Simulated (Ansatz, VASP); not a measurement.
# One calculation of HgSe (e600), two programs

Contents of INCAR:

```
SYSTEM = HgSe
PREC = Accurate ; ENCUT = 600
EDIFF = 1E-6 ; ISMEAR = 0
SIGMA = 0.1 ; LREAL = .FALSE.
LASPH = .TRUE. ; NELM = 100
ALGO = Normal ; ISIF = 3
LWAVE = .FALSE. ; LCHARG = .FALSE.
GGA = PE ; IBRION = 2
NSW = 100 ; EDIFFG = -0.002
```

KPOINTS

```
Automatic mesh
0
G
  12 12 12
  0 0 0
```

File POSCAR:

```
HgSe
1.0
    0.0000000000      3.0390000000      3.0390000000
    3.0390000000      0.0000000000      3.0390000000
    3.0390000000      3.0390000000      0.0000000000
Hg Se
1 1
Direct
    0.0000000000      0.0000000000      0.0000000000
    0.2500000000      0.2500000000      0.2500000000
```

Input for Ansatz:

```yaml
crystal:
  lattice:
    - [0.0, 3.039, 3.039]
    - [3.039, 0.0, 3.039]
    - [3.039, 3.039, 0.0]
  atoms:
    - { symbol: Hg, position: [0.0, 0.0, 0.0] }
    - { symbol: Se, position: [0.25, 0.25, 0.25] }
basis:
  ecutwfc: 600.0
kpoints:
  mp_grid: { grid: [12, 12, 12] }
hamiltonian:
  xc: pbe
scf:
  occupations: { method: gaussian, width: 0.1 }
output:
  forces: true
  stress: true
  eigenvalues: true
relax:
  adjacent_minimum: "off"
  f_tol: 0.002
  max_steps: 80
  cell: { stress_tol: 0.02 }
```

Alike in both runs: task relaxation of cell and atoms; functional PBE; k mesh 12 × 12 × 12; occupations gaussian, width 0.1 eV; no spin polarisation.

```csv
,VASP,Ansatz
version,VASP 6.6.1,Ansatz 0.2.0
potentials or method,"VASP PAW PBE potentials, release 64 (Hg, Se)","scalar-relativistic, plane waves, PAW"
plane-wave cutoff (eV),600,600
valence electrons in the cell,18,36
```

Ansatz gave:

- gap on the k mesh at the Fermi level, each at its own relaxed structure (eV): none
- relaxed volume (Å³/atom): 30.67
- relaxed cell length with the largest relative difference (Å): 4.427
- energy change over the relaxation (meV/atom): -35

Task: Which values does VASP return?

Result: gap on the k mesh at the Fermi level, each at its own relaxed structure (eV): none; relaxed volume (Å³/atom): 30.81; relaxed cell length with the largest relative difference (Å): 4.433; energy change over the relaxation (meV/atom): -39.

A gap of «none» marks a metal or a gap that the smearing closes. The two sets of potentials don't hold the same shells in valence.

The runs have no spin-orbit coupling, so splittings on Hg are missing. PBE usually gives volumes a little too large and moduli too small. Zero-point motion and thermal expansion aren't in these numbers.
